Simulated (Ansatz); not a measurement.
# Ru under changes of volume

One of the cells (13.575 Å³/atom); the others are scaled copies at fixed shape and fractional positions:

```
CELL_PARAMETERS angstrom
2.70580 0.00000 0.00000
-1.35290 2.34329 0.00000
0.00000 0.00000 4.28190
ATOMIC_POSITIONS crystal
Ru 0.66667 0.33333 0.75000
Ru 0.33333 0.66667 0.25000
```

```yaml
Program: Ansatz 0.2.0
Functional: r2SCAN
Dispersion: rVV10
Potentials_or_basis: Ansatz PAW
Cutoff: "500 eV (not typed: the program's choice for these potentials)"
k_mesh: 11 × 11 × 6
Occupations: fermi-dirac, width 0.05 eV
Spin: no spin polarisation
```

| volume (Å³/atom) | energy over the lowest point (meV/atom) | pressure (GPa) |
| --- | --- | --- |
| 12.760 | ? | ? |
| 13.032 | 10.16 | 10.0 |
| 13.303 | 0.00 | 2.3 |
| 13.575 | 2.24 | -4.6 |
| 13.846 | 15.52 | -10.8 |
| 14.118 | 38.59 | -16.2 |
| 14.389 | 70.37 | -21.1 |

Question: What does the run at 12.760 Å³/atom give?

Answer: Energy over the lowest point 34.26 meV/atom; pressure 18.7 GPa.

Worked out: A Birch-Murnaghan fit of order 3 (a polynomial in V^(-2/3)) to the other rows has its minimum at 13.39 Å³/atom with B0 = V·E''(V) = 348 GPa and B' = 4.8 at fixed shape and positions, which overstates the stiffness. It gives 34.33 meV/atom at 12.760 Å³/atom, against the run's 34.26, and -dE/dV = 18.7 GPa, against 18.7.

Energies are extrapolated to zero smearing.

Caveats: the PAW data sets come from PBE, with cores solved anew for the run's functional, which leaves a small shift of forces and pressure.
